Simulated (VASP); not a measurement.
# CoO (P3m1) in VASP: a series of runs, part 2 of 2

VASP 6.6.1. The steps go on from the part before.

### 3 Single point, PBE, collinear spin, ferromagnetic start

Contents of INCAR:

```
ADDGRID = F ; ALGO = Normal
EDIFF = 1E-4 ; ENCUT = 550
GGA = PE ; ISIF = 2
ISMEAR = 0 ; ISPIN = 2
LASPH = T ; LCHARG = F
LMAXMIX = 4 ; LORBIT = 11
LREAL = F ; LWAVE = F
MAGMOM = 2 2 0 0 ; NELM = 100
PREC = Accurate ; SIGMA = 0.05
```

Contents of KPOINTS:

```
k-points
0
Gamma
  7 7 4
```

Contents of POSCAR:

```
CoO
1.0
    3.1976457435      0.0000000000      0.0000000000
   -1.5988228718      2.7692424462      0.0000000000
    0.0000000000      0.0000000000      5.2287097100
Co O
2 2
Direct
    0.3333333333      0.6666666667      0.5033624100
    0.0000000000      0.0000000000      0.0034741400
    0.3333333333      0.6666666667      0.8715556000
    0.0000000000      0.0000000000      0.3716088500
```

Potentials or basis: VASP PAW PBE potentials, release 64 (Co, O).

Command:

```
cat potpaw_PBE.64/Co/POTCAR potpaw_PBE.64/O/POTCAR > POTCAR
mpirun -np 1 vasp_std > vasp.out
```

OUTCAR:

```text
EDIFF = 1E-4
   ENCUT = 550
   GGA = PE
   ISIF = 2
   ISMEAR = 0
   ISPIN = 2
   LASPH = T
   LORBIT = 11
   LREAL = F
   NELM = 100
   PREC = Accurate

 Found     28 irreducible k-points:

 Following reciprocal coordinates:
            Coordinates               Weight
  0.000000  0.000000  0.000000      1.000000
  0.142857  0.000000  0.000000      6.000000
  0.285714  0.000000  0.000000      6.000000
  0.428571  0.000000  0.000000      6.000000
  0.142857  0.142857  0.000000      6.000000
  0.285714  0.142857  0.000000     12.000000
   k-points           NKPTS =     28   k-points in BZ     NKDIM =     28   number of bands    NBANDS=     21
   number of dos      NEDOS =    301   number of ions     NIONS =      4
   total plane-waves  NPLWV =  23040
   dimension x,y,z NGX =    24 NGY =   24 NGZ =   40
   dimension x,y,z NGXF=    48 NGYF=   48 NGZF=   80
   ions per type =               2   2
   NGX,Y,Z   is equivalent  to a cutoff of  12.48, 12.48, 12.72 a.u.
   NGXF,Y,Z  is equivalent  to a cutoff of  24.96, 24.96, 25.44 a.u.
 SYSTEM =  unknown system
   PREC   = accura    normal or accurate (medium, high low for compatibility)
   ISTART =      0    job   : 0-new  1-cont  2-samecut
   ICHARG =      2    charge: 1-file 2-atom 10-const
   ISPIN  =      2    spin polarized calculation?
   LNONCOLLINEAR =      F non collinear calculations
   LSORBIT =      F    spin-orbit coupling
   LASPH  =      T    aspherical Exc in radial PAW
   ENCUT  =  550.0 eV  40.42 Ry    6.36 a.u.   6.11  6.11 10.00*2*pi/ulx,y,z
   NELM   =    100;   NELMIN=  2; NELMDL= -5     # of ELM steps
   EDIFF  = 0.1E-03   stopping-criterion for ELM
   LREAL  =      F    real-space projection
   EDIFFG = 0.1E-02   stopping-criterion for IOM
   NSW    =      0    number of steps for IOM
   IBRION =     -1    ionic relax: 0-MD 1-quasi-New 2-CG
   NFREE  =      0    steps in history (QN), initial steepest desc. (CG)
   ISIF   =      2    stress and relaxation
   ISYM   =      2    0-nonsym 1-usesym 2-fastsym
   POTIM  = 0.5000    time-step for ionic-motion
   TEBEG  =    0.0;   TEEND  =   0.0 temperature during run
   PSTRESS=    0.0 pullay stress
   NELECT =      30.0000    total number of electrons
   NUPDOWN=      -1.0000    fix difference up-down
   EMIN   =  10.00;   EMAX   =-10.00  energy-range for DOS
   EFERMI =   0.00;   METHOD = LEGACY
   ISMEAR =     0;   SIGMA  =   0.05  broadening in eV -4-tet -1-fermi 0-gaus
   EFERMI_NEDOS =   21; number of points for ismear=-14 and -15
   IALGO  =     38    algorithm
   IMIX   =      4    mixing-type and parameters
     AMIX     =   0.40;   BMIX     =  1.00
     AMIX_MAG =   1.60;   BMIX_MAG =  1.00
  volume/ion in A,a.u.               =      11.58        78.11
  Fermi-wavevector in a.u.,A,eV,Ry     =   1.416620  2.677023 27.304329  2.006812
  Thomas-Fermi vector in A             =   2.537935
   LORBIT       =     11    0 simple, 1 ext, 2 COOP (PROOUT), +10 PAW based schemes
   GGA     = PE    functional components
   LHFCALC =     F    Hartree Fock is set to
   AEXX    =    0.0000 exact exchange contribution
   IVDW    =     0    specifies the selected vdW correction
   LEPSILON=     F    determine dielectric tensor
   LRPA    =     F    only Hartree local field effects (RPA)
 spin polarized calculation
 Gauss-broadening in eV      SIGMA  =   0.05
  energy-cutoff  :      550.00
  volume of cell :       46.30
 maximum number of plane-waves:      1376
   NGX = 13   NGY = 13   NGZ = 19

 number of electron      30.0000008 magnetization       5.8985375

 Free energy of the ion-electron system (eV)
  ---------------------------------------------------
  ext. energy  EPLUGINS =         0.00000000
  ---------------------------------------------------
  free energy    TOTEN  =       -26.61882274 eV

  energy without entropy =      -26.61656908  energy(sigma->0) =      -26.61769591

 E-fermi :   6.0390     XC(G=0): -11.1144

 val. band max:        6.0247957898   @ k =   0.0000   0.0000   0.2500
 cond. band min:       6.0676004197   @ k =   0.4286   0.1429   0.0000
 fundamental gap:      0.0428046299
 Fermi energy:         6.0390056866

 spin component 1

 k-point     1 :       0.0000    0.0000    0.0000
  band No.  band energies     occupation
      1     -13.9737      1.00000
      2     -13.3440      1.00000
      3      -1.0024      1.00000
      4      -0.2223      1.00000
      5      -0.0610      1.00000
      6      -0.0610      1.00000
[... 13 lines left out ...]
     20      11.3968      0.00000
     21      12.9932      0.00000

 k-point     2 :       0.1429    0.0000    0.0000
  band No.  band energies     occupation
      1     -13.8732      1.00000
      2     -13.3009      1.00000
      3      -0.8115      1.00000
      4      -0.3155      1.00000
      5      -0.1375      1.00000
      6      -0.0006      1.00000
[... 13 lines left out ...]
     20      12.1464      0.00000
     21      13.0710      0.00000
[... 55 lines left out ...]
      5      -0.0195      1.00000
      6       0.0432      1.00000
[... 13 lines left out ...]
     20      12.9637      0.00000
     21      13.5423      0.00000

 k-point     6 :       0.2857    0.1429    0.0000
  band No.  band energies     occupation
      1     -13.4613      1.00000
      2     -13.1754      1.00000
      3      -0.7398      1.00000
      4      -0.3759      1.00000
      5       0.0360      1.00000
      6       0.1576      1.00000
[... 13 lines left out ...]
     20      13.0592      0.00000
     21      14.1391      0.00000

 [... further k-points ...]

 spin component 2

 k-point     1 :       0.0000    0.0000    0.0000
  band No.  band energies     occupation
      1     -13.4103      1.00000
      2     -12.7479      1.00000
      3      -0.4587      1.00000
      4       1.0877      1.00000
      5       1.2355      1.00000
      6       1.2355      1.00000
[... 13 lines left out ...]
     20      11.9975      0.00000
     21      13.9269      0.00000

 k-point     2 :       0.1429    0.0000    0.0000
  band No.  band energies     occupation
      1     -13.3053      1.00000
      2     -12.7023      1.00000
      3      -0.2654      1.00000
      4       0.8318      1.00000
      5       1.1214      1.00000
      6       1.2089      1.00000
[... 13 lines left out ...]
     20      12.8047      0.00000
     21      14.0207      0.00000
[... 55 lines left out ...]
      5       0.8737      1.00000
      6       1.1769      1.00000
[... 13 lines left out ...]
     20      13.9706      0.00000
     21      14.2555      0.00000

 k-point     6 :       0.2857    0.1429    0.0000
  band No.  band energies     occupation
      1     -12.8721      1.00000
      2     -12.5689      1.00000
      3       0.0190      1.00000
      4       0.3207      1.00000
      5       0.6999      1.00000
      6       1.1819      1.00000
[... 13 lines left out ...]
     20      14.1566      0.00000
     21      14.9301      0.00000

 [... further k-points ...]

------------------------ aborting loop because EDIFF is reached ----------------------------------------

  FORCE on cell =-STRESS in cart. coord.  units (eV):
  Direction    XX          YY          ZZ          XY          YZ          ZX
  --------------------------------------------------------------------------------------
  -------------------------------------------------------------------------------------
  Total        0.1112311      0.1112311      1.0887682     -0.0000000      0.0000000     -0.0000000
  in kB        3.8490258      3.8490258     37.6755967     -0.0000000      0.0000000     -0.0000000
  external PRESSURE =      15.1245494 kB  Pullay stress =       0.0000000 kB

 VOLUME and BASIS-vectors are now :
 -----------------------------------------------------------------------------
  energy-cutoff  :      550.00
  volume of cell :       46.30
      direct lattice vectors                 reciprocal lattice vectors
     3.197645743  0.000000000  0.000000000     0.312730077  0.180554794  0.000000000
    -1.598822872  2.769242446  0.000000000     0.000000000  0.361109588  0.000000000
     0.000000000  0.000000000  5.228709710     0.000000000  0.000000000  0.191251773

 POSITION                                       TOTAL-FORCE (eV/Angst)
 -----------------------------------------------------------------------------------
     -0.00000      1.84616      2.63194         0.000000      0.000000     -0.296305
      0.00000      0.00000      0.01817         0.000000      0.000000     -0.303257
     -0.00000      1.84616      4.55711        -0.000000     -0.000000      0.302055
      0.00000      0.00000      1.94303         0.000000     -0.000000      0.297507
 -----------------------------------------------------------------------------------
    total drift:                               -0.000000     -0.000001      0.005842

  FREE ENERGIE OF THE ION-ELECTRON SYSTEM (eV)
  ---------------------------------------------------
  free  energy   TOTEN  =       -26.6188227354 eV

  energy  without entropy=      -26.6165690751  energy(sigma->0) =      -26.61769591

 total charge

# of ion       s       p       d       tot
------------------------------------------
    1        0.348   0.435   7.189   7.972
    2        0.348   0.435   7.187   7.970
    3        1.549   3.450   0.000   4.999
    4        1.549   3.450   0.000   4.999
--------------------------------------------------
tot          3.794   7.770  14.377  25.940

 magnetization (x)

# of ion       s       p       d       tot
------------------------------------------
    1        0.016   0.060   2.439   2.515
    2        0.016   0.060   2.440   2.517
    3        0.022   0.296   0.000   0.318
    4        0.022   0.296   0.000   0.318
--------------------------------------------------
tot          0.076   0.713   4.879   5.668
```

stdout:

```text
POSCAR found type information on POSCAR CoO
 POSCAR found :  2 types and       4 ions
 scaLAPACK will be used
 LDA part: xc-table for (Slater+PW92), standard interpolation
 POSCAR, INCAR and KPOINTS ok, starting setup
 FFT: planning ... GRIDC
 FFT: planning ... GRID_SOFT
 FFT: planning ... GRID
 WAVECAR not read
 entering main loop
```

It took 53 s on 1 thread of Intel Xeon Platinum 8375C at 2.90GHz (Ice Lake), shared host; peak memory 0.2 GiB.

The run converged, but some of its settings lie outside the range that counts as converged, so its numbers aren't taken as properties of the crystal.

What came out:

* Free energy: -26.6188 eV
* Pressure: 1.5 GPa
* Largest force: 0.303 eV/Å
* Band gap on the k mesh: none (metal or under the smearing width)
* Net moment: 5.90 μB per cell
* Site moments: Co +2.52; O +0.32 μB
* Valence electrons inside the program's atomic spheres: Co 7.97; O 5.00

Caveat: semilocal functionals often make such compounds metallic where correlation or magnetic order opens a gap, which also shifts bond lengths.

### 4 Single point, PBE, collinear spin, ferromagnetic start

INCAR: that of step 3 with these lines changed.

```diff
@@ -1,3 +1,3 @@
 ADDGRID = F ; ALGO = Normal
-EDIFF = 1E-4 ; ENCUT = 550
+EDIFF = 1E-6 ; ENCUT = 450
 GGA = PE ; ISIF = 2
```

Contents of KPOINTS:

```
k-points
0
Gamma
  8 8 5
```

POSCAR is that of step 3.

Command:

```
cat potpaw_PBE.64/Co/POTCAR potpaw_PBE.64/O/POTCAR > POTCAR
mpirun -np 1 vasp_std > vasp.out
```

Run time: 80 s. Hardware: 1 thread of Intel Xeon Platinum 8375C at 2.90GHz (Ice Lake), shared host; peak memory 0.2 GiB.

The run converged, but some of its settings lie outside the range that counts as converged, so its numbers aren't taken as properties of the crystal.

What came out:

* Free energy: -26.6237 eV
* Largest force: 0.311 eV/Å
* Band gap on the k mesh: none (metal or under the smearing width)
* Net moment: 5.92 μB per cell
* Site moments: Co +2.52; O +0.32 μB
* Valence electrons inside the program's atomic spheres: Co 7.97; O 5.01

Caveat: the cutoff is under 1.25 times the usual one of these potentials, so pressure, stress and relaxed cells hold a basis-set (Pulay) error; semilocal functionals often make such compounds metallic where correlation or magnetic order opens a gap, which also shifts bond lengths.

### 5 For comparison

An earlier run on the cell as given: functional PBE; potentials or basis VASP PAW PBE potentials, release 64 (Co, O); cutoff 520 eV; k mesh 10 × 10 × 5; occupations fermi-dirac, width 0.05 eV; collinear spin, ferromagnetic start; starting moments [2.0, 2.0, 0.0, 0.0] μB.

- Pressure: 1.4 GPa
- Largest force: 0.310 eV/Å
- Band gap on the k mesh: none (metal or under the smearing width)
- Net moment: 5.85 μB per cell
- Site moments: Co +2.50; O +0.31 μB
- Valence electrons inside the program's atomic spheres: Co 7.97; O 5.00
